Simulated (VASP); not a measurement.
Crystal: TiS2.

```
Ti S
1.0
     3.41200    0.00000    0.00000
    -1.70600    2.95488    0.00000
     0.00000    0.00000    5.69500
Ti S
1 2
Direct
  0.00000 0.00000 0.00000
  0.33333 0.66667 0.25000
  0.66667 0.33333 0.75000
```

* Program: VASP 6.6.1
* Task: relaxation of cell and atoms
* Functional: PBEsol
* Potentials or basis: VASP PAW PBE potentials, release 64 (Ti_sv, S)
* Cutoff: 600 eV
* k mesh: 12 × 12 × 7
* Occupations: methfessel-paxton, width 0.1 eV
* Spin: no spin polarisation

At the start: pressure -3.5 GPa; volume 19.14 Å³/atom.

Q: How do energy, volume and symmetry change on relaxing?

A: Over 18 steps the energy falls by 9.0 meV/atom and the volume is 18.31 Å³/atom (-4.3 %); space group P-3m1 (No. 164, to 0.05 Å).

The path:
```
step  energy change (eV)  largest force (eV/Å)  pressure (GPa)  volume (Å³)
   1              0.0000                0.2711           -3.46        57.42
   2             -0.0025                0.5656            3.64        54.05
   3             -0.0228                0.1438           -0.02        55.64
   4             -0.0261                0.0692           -0.03        55.44
   5             -0.0268                0.0095           -0.02        55.29
   6             -0.0268                0.0123            0.00        55.30
   7             -0.0268                0.0152            0.00        55.31
   8             -0.0269                0.0084           -0.08        55.31
   9             -0.0269                0.0004           -0.15        55.32
  10             -0.0269                0.0000           -0.15        55.31
  11             -0.0269                0.0003           -0.15        55.29
  12             -0.0269                0.0002           -0.14        55.26
  13             -0.0270                0.0002           -0.13        55.19
  14             -0.0270                0.0001           -0.12        55.05
  15             -0.0270                0.0010           -0.08        54.77
  16             -0.0271                0.0005           -0.07        54.93
  17             -0.0271                0.0000           -0.09        54.98
  18             -0.0271                0.0083           -0.01        54.93
```

Final structure:
```
Ti S
1.0
     3.34941    0.00000    0.00000
    -1.67470    2.90067    0.00000
     0.00000    0.00000    5.65429
Ti S
1 2
Direct
  0.00000 0.00000 0.00000
  0.33333 0.66667 0.25222
  0.66667 0.33333 0.74778
```

Caveat: the PAW data sets were made with another functional, which shifts forces and pressure a little.
